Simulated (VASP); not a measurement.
# Li (Im-3m) in VASP: a series of runs, part 2 of 2

VASP 6.6.1.

**3. Relaxation of cell and atoms, PBE+D3(BJ)**

This run uses another cell than the first one, of 20.34 Å³/atom, 1.111 times its volume.

INCAR

```
PREC = Accurate ; ENCUT = 600
EDIFF = 1E-6 ; ISMEAR = 0
SIGMA = 0.1 ; LREAL = False
LASPH = True ; NELM = 100
ALGO = Normal ; ISIF = 3
LWAVE = False ; LCHARG = False
GGA = PE ; IVDW = 12
IBRION = 2 ; NSW = 100
EDIFFG = -0.002
```

KPOINTS

```
regular mesh
0
Gamma
  18 18 18
```

POSCAR

```
Li
1.0
   -1.7196562300      1.7196562300      1.7196562300
    1.7196562300     -1.7196562300      1.7196562300
    1.7196562300      1.7196562300     -1.7196562300
Li
1
Direct
    0.0000000000      0.0000000000      0.0000000000
```

Potentials or basis: VASP PAW PBE potentials, release 64 (Li_sv).

Command:

```console
$ cat potpaw_PBE.64/Li_sv/POTCAR > POTCAR
$ mpirun -np 1 vasp_std > vasp.out
```

OUTCAR:

```text
PREC = Accurate
   ENCUT = 600
   EDIFF = 1E-6
   ISMEAR = 0
   LREAL = False
   LASPH = True
   NELM = 100
   ISIF = 3
   GGA = PE
   IVDW = 12
   IBRION = 2
   NSW = 100
   EDIFFG = -0.002
 IVDW          = 12

 ion  position               nearest neighbor table
   1  0.000  0.000  0.000-

  LATTYP: Found a body centered cubic cell.
 ALAT       =     3.4393124600

  Lattice vectors:

 A1 = (  -1.7196562300,   1.7196562300,   1.7196562300)
 A2 = (   1.7196562300,  -1.7196562300,   1.7196562300)
 A3 = (   1.7196562300,   1.7196562300,  -1.7196562300)

Analysis of symmetry for initial positions (statically):
=====================================================================
 Subroutine PRICEL returns:
[... 174 lines left out ...]

 Edisp (eV)   -0.16852

 E8    (eV) :    -0.0702
[... 225 lines left out ...]
--------------------------------------- Ionic step        7  -------------------------------------------

 number of electron       3.0000000 magnetization

 Free energy of the ion-electron system (eV)
  ---------------------------------------------------
  ext. energy  EPLUGINS =         0.00000000
  ---------------------------------------------------
  free energy    TOTEN  =        -1.89656686 eV

  energy without entropy =       -1.89406151  energy(sigma->0) =       -1.89531419

 E-fermi :   0.9619     XC(G=0):  -7.3250

 val. band max:        0.9402862850   @ k =   0.2778   0.2222   0.0000
 cond. band min:       0.9872286595   @ k =   0.3333   0.1667   0.0000
 fundamental gap:      0.0469423744
 Fermi energy:         0.9618529938

 k-point     1 :       0.0000    0.0000    0.0000
  band No.  band energies     occupation
      1     -45.3824      2.00000
      2      -2.7517      2.00000
      3      16.7850      0.00000
      4      16.7850      0.00000
      5      16.7850      0.00000
[... 177 lines left out ...]
 k-point    24 :       0.3889    0.1111    0.0000
  band No.  band energies     occupation
      1     -45.3524      2.00000
      2       1.0651      0.14426
      3       5.1205      0.00000
      4      10.9244      0.00000
      5      12.7871      0.00000

 [... further k-points ...]

------------------------ aborting loop because EDIFF is reached ----------------------------------------

 Edisp (eV)   -0.18923

 E8    (eV) :    -0.0786
[... 24 lines left out ...]
  FREE ENERGIE OF THE ION-ELECTRON SYSTEM (eV)
  ---------------------------------------------------
  free  energy   TOTEN  =        -2.0857936513 eV

  energy  without entropy=       -2.0832882985  energy(sigma->0) =       -2.08454097

 reached required accuracy - stopping structural energy minimisation
```

OSZICAR:

```text
N       E                     dE             d eps       ncg     rms          rms(c)
DAV:   1     0.776418475440E+00    0.77642E+00   -0.74749E+02  1960   0.451E+02
DAV:   2    -0.177253650988E+01   -0.25490E+01   -0.24382E+01  2725   0.621E+01
DAV:   3    -0.190220557362E+01   -0.12967E+00   -0.12800E+00  2475   0.102E+01
[... 42 lines left out ...]
DAV:   1    -0.189657161283E+01    0.25762E-05   -0.22323E-07   980   0.451E-03    0.618E-05
DAV:   2    -0.189657157574E+01    0.37087E-07   -0.52038E-08   990   0.333E-03
   6 F= -.20857936E+01 E0= -.20845409E+01  d E =0.485838E-06
       N       E                     dE             d eps       ncg     rms          rms(c)
DAV:   1    -0.189656686219E+01    0.47506E-05   -0.28937E-08   980   0.249E-03    0.269E-04
DAV:   2    -0.189656686292E+01   -0.73481E-09   -0.63670E-09   985   0.103E-03
   7 F= -.20857937E+01 E0= -.20845410E+01  d E =0.454990E-06
```

CONTCAR:

```text
Li
   1.00000000000000
    -1.6542727326760036    1.6542727326760036    1.6542727326760036
     1.6542727326760036   -1.6542727326760036    1.6542727326760036
     1.6542727326760036    1.6542727326760036   -1.6542727326760036
  Li
     1
Direct
     0.0000000000000000    0.0000000000000000    0.0000000000000000

  0.00000000E+00  0.00000000E+00  0.00000000E+00
```

It took 20 s on 1 thread of Intel Xeon 6975P-C (Granite Rapids), shared host; peak memory 0.14 GiB.

Results:

- Free energy: -2.0858 eV
- Relaxed volume: 18.11 Å³/atom
- Relaxed cell: a = 2.865 Å, b = 2.865 Å, c = 2.865 Å, α = 109.47°, β = 109.47°, γ = 109.47°
- Space group after relaxing (to 0.05 Å): Im-3m (No. 229)
- Energy gained by relaxing: 11.4 meV/atom
- Ionic steps: 7
- Pressure after relaxing: 0.0 GPa
- Band gap on the k mesh: none (metal or under the smearing width)
- Dispersion energy per atom: -0.189 eV

The path:
| step | energy change (eV) | largest force (eV/Å) | pressure (GPa) | volume (Å³) |
| --- | --- | --- | --- | --- |
| 1 | 0.0000 | 0.0000 | -1.48 | 20.34 |
| 2 | -0.0046 | 0.0000 | -1.19 | 19.79 |
| 3 | -0.0108 | 0.0000 | -0.36 | 18.55 |
| 4 | -0.0114 | 0.0000 | 0.02 | 18.07 |
| 5 | -0.0114 | 0.0000 | -0.02 | 18.11 |
| 6 | -0.0114 | 0.0000 | -0.02 | 18.11 |
| 7 | -0.0114 | 0.0000 | -0.02 | 18.11 |

Final structure:
```cif
data_structure
_symmetry_space_group_name_H-M 'P 1'
_symmetry_Int_Tables_number 1
_cell_length_a 2.8653
_cell_length_b 2.8653
_cell_length_c 2.8653
_cell_angle_alpha 109.471
_cell_angle_beta 109.471
_cell_angle_gamma 109.471
_cell_volume 18.11
loop_
_atom_site_label
_atom_site_type_symbol
_atom_site_fract_x
_atom_site_fract_y
_atom_site_fract_z
_atom_site_occupancy
Li1 Li 0.00000 0.00000 0.00000 1
```

Caveat: the cutoff is under 1.25 times the usual one of these potentials, so pressure, stress and relaxed cells hold a basis-set (Pulay) error; pairwise dispersion overbinds metals, which lowers pressure and volume.

**4. Relaxation of cell and atoms, PBE+D3(BJ)**

INCAR

```
PREC = Accurate
ENCUT = 600
EDIFF = 1E-6
ISMEAR = 0
SIGMA = 0.1
LREAL = F
LASPH = T
NELM = 100
ALGO = Normal
ISIF = 3
LWAVE = F
LCHARG = F
GGA = PE
IVDW = 12
IBRION = 2
NSW = 100
EDIFFG = -0.002
```

KPOINTS

```
Automatic mesh
0
Gamma
  18 18 18
```

POSCAR

```
Li
1.0
   -1.6605382390      1.6605382390      1.6605382390
    1.6605382390     -1.6605382390      1.6605382390
    1.6605382390      1.6605382390     -1.6605382390
Li
1
Direct
    0.0000000000      0.0000000000      0.0000000000
```

Command:

```console
$ cat potpaw_PBE.64/Li_sv/POTCAR > POTCAR
$ mpirun -np 1 vasp_std > vasp.out
```

It took 14 s on 1 thread of Intel Xeon 6975P-C (Granite Rapids), shared host; peak memory 0.15 GiB.

Results (log left out):

```
Free energy                            : -2.0833 eV
Relaxed volume                         : 18.17 Å³/atom
Relaxed cell                           : a = 2.868 Å, b = 2.868 Å, c = 2.868 Å, α = 109.47°, β = 109.47°, γ = 109.47°
Space group after relaxing (to 0.05 Å) : Im-3m (No. 229)
Energy gained by relaxing              : 0.1 meV/atom
Ionic steps                            : 4
Pressure after relaxing                : 0.0 GPa
Band gap on the k mesh                 : none (metal or under the smearing width)
Dispersion energy per atom             : -0.189 eV
```

Final structure:
```
Li
1.0
    -1.65610    1.65610    1.65610
     1.65610   -1.65610    1.65610
     1.65610    1.65610   -1.65610
Li
1
Direct
  0.00000 0.00000 0.00000
```

Levels at points of the mesh, in eV from the Fermi level:
| k point | band 1 | band 2 | band 3 | band 4 | band 5 |
| --- | --- | --- | --- | --- | --- |
| (0.00, 0.00, 0.00) | -46.35 | -3.71 | 15.79 | 15.79 | 15.79 |
| (0.50, 0.00, 0.00) | -46.32 | 0.21 | 3.63 | 11.17 | 12.73 |
| (0.50, 0.50, 0.50) | -46.30 | 5.92 | 5.92 | 5.92 | 8.27 |

Caveat: the cutoff is under 1.25 times the usual one of these potentials, so pressure, stress and relaxed cells hold a basis-set (Pulay) error; pairwise dispersion overbinds metals, which lowers pressure and volume.
